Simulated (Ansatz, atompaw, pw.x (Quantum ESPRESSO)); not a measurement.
## Equation-of-state test of one PAW (atompaw) potential (Ga (Z = 31))

* Element: gallium (Ga)
* Generator: atompaw 4.2.0.5
* Type: PAW
* Functional: PBE
* Relativity: scalar-relativistic
* Frozen core: [Ar] 3d10
* Valence charge: 3
* Reference configuration: 4s2 4p1
* Partial waves: 4s (bound): rc 2.30 bohr; 4s channel at 0.5 Ry: rc 1.85 bohr; 4p (bound): rc 2.30 bohr; 4p channel at 0.9 Ry: rc 2.30 bohr; 4d channel at 0.4 Ry: rc 2.30 bohr
* Local potential: ultrasoft scheme with l = 3 at 0.5 Ry, radius 2.15 bohr
* Core correction: smooth core density matched at 1.35 bohr
* Augmentation charge: besselshape compensation charge, radius 2.00 bohr; PAW radius 2.30 bohr; waves and projectors: custom polynom2 7 10 vanderbiltortho

Atomic tests: cutoffs needed: 6 Ry and 10 Ry (the cutoffs (Ry, on a coarse ladder) from which the occupation-weighted sum of valence levels, in a spherical-Bessel basis at the reference potential, stays within 10 and 1 mRy of its value at 400 Ry); ghost test: no extra level below or beside the all-electron valence levels (s, p, d, f tested) (spherical-Bessel basis up to 400 Ry, 20 bohr box); lowest eigenvalue of the overlap operator: 0.27 (s channel).

Crystal test: fcc Ga in pw.x 7.5, no spin, 13³ k-points, Fermi–Dirac smearing 0.01 Ry, cutoffs 40/400 Ry. The reference is all-electron LAPW (Ansatz 0.2.0) with the same functional, mesh and smearing; V0 and B0 come from Birch–Murnaghan fits to the pressures at five volumes. Errors are pseudo minus all-electron; Δ is the rms difference of the E(V) curves that follow from these fits, minima aligned, over ±6 % about the mean V0. Mesh and smearing are coarse, so the numbers serve the comparison and aren't converged zero-temperature values; the lattice is a test structure that the element need not adopt.

All-electron: a0 = 4.236 Å (V0 = 19.00 Å³/atom), B0 = 48.8 GPa.

Question: How far does the potential miss the all-electron equation of state?

Answer: mean pressure error (GPa): -1.52; a0 (Å): 4.192; a0 error (%): -1.03; B0 error (%): +7.7; Δ (meV/atom): 6.4. This is a poor potential for the solid.

```tsv
V (Å³/atom)	P all-electron (GPa)	P pseudo (GPa)
18.074	2.74	1.03
18.549	1.23	-0.38
19.025	-0.07	-1.58
19.501	-1.20	-2.62
19.976	-2.17	-3.50
```

Question: At the middle volume, how do free energy and pressure move when the wave cutoff is lowered (ecutrho held at 400 Ry)?

Answer:

| cutoff (Ry) | shift of F (meV/atom) | shift of P (GPa) |
| --- | --- | --- |
| 18 | +0.6 | -0.03 |
| 24 | +0.0 | -0.00 |
| 32 | +0.0 | -0.00 |

Input at the middle volume:

```
&control
  calculation='scf', prefix='x', pseudo_dir='./', outdir='./tmp', tstress=.true., disk_io='none'
/
&system
  ibrav=0, nat=1, ntyp=1, ecutwfc=40, ecutrho=400, nbnd=8,
  occupations='smearing', smearing='fd', degauss=0.01
/
&electrons
  conv_thr=1e-09, mixing_beta=0.4, electron_maxstep=70
/
ATOMIC_SPECIES
Ga 1.0 Ga.UPF
CELL_PARAMETERS angstrom
  0.00000000 2.11884029 2.11884029
  2.11884029 0.00000000 2.11884029
  2.11884029 2.11884029 0.00000000
ATOMIC_POSITIONS crystal
Ga 0.0000 0.0000 0.0000
K_POINTS automatic
13 13 13 0 0 0
```

```bash
pw.x < Ga.scf.in > Ga.scf.out
```

Lines of the output:

```
Message from routine setup:
     using ibrav=0 with symmetry is DISCOURAGED, use correct ibrav instead
     lattice parameter (alat)  =       5.6626  a.u.
     unit-cell volume          =     128.3871 (a.u.)^3
     number of electrons       =         3.00
     number of Kohn-Sham states=            8
     kinetic-energy cutoff     =      40.0000  Ry
     charge density cutoff     =     400.0000  Ry
     scf convergence threshold =      1.0E-09
     Exchange-correlation= SLA PW PBX PBC
     number of k points=    84  Fermi-Dirac smearing, width (Ry)=  0.0100
     negative rho (up, down):  4.944E-03 0.000E+00
     iteration #  1     ecut=    40.00 Ry     beta= 0.40
     negative rho (up, down):  5.195E-03 0.000E+00
     total energy              =    -153.48274442 Ry
     estimated scf accuracy    <       0.00310737 Ry
     iteration #  2     ecut=    40.00 Ry     beta= 0.40
     negative rho (up, down):  5.543E-03 0.000E+00
     total energy              =    -153.48231686 Ry
     estimated scf accuracy    <       0.00101395 Ry
     iteration #  3     ecut=    40.00 Ry     beta= 0.40
     negative rho (up, down):  5.533E-03 0.000E+00
     total energy              =    -153.48235096 Ry
     estimated scf accuracy    <       0.00000174 Ry
     iteration #  4     ecut=    40.00 Ry     beta= 0.40
     negative rho (up, down):  5.537E-03 0.000E+00
     total energy              =    -153.48235725 Ry
     estimated scf accuracy    <       0.00000006 Ry
     iteration #  5     ecut=    40.00 Ry     beta= 0.40
     negative rho (up, down):  5.632E-03 0.000E+00
     total energy              =    -153.48235726 Ry
     estimated scf accuracy    <       0.00000006 Ry
     iteration #  6     ecut=    40.00 Ry     beta= 0.40
     negative rho (up, down):  5.641E-03 0.000E+00
     total energy              =    -153.48235726 Ry
     estimated scf accuracy    <          1.6E-09 Ry
     iteration #  7     ecut=    40.00 Ry     beta= 0.40
     negative rho (up, down):  5.645E-03 0.000E+00
     the Fermi energy is     5.8168 ev
!    total energy              =    -153.48235726 Ry
     estimated scf accuracy    <          1.4E-10 Ry
     smearing contrib. (-TS)   =      -0.00179190 Ry
     convergence has been achieved in   7 iterations
     negative rho (up, down):  5.645E-03 0.000E+00
          total   stress  (Ry/bohr**3)                   (kbar)     P=      -15.83
     Message from routine punch:
     Nothing written, as per user request (disk_io='none')
```

The 8 pw.x runs together took about 75 s on one core of a shared server CPU.
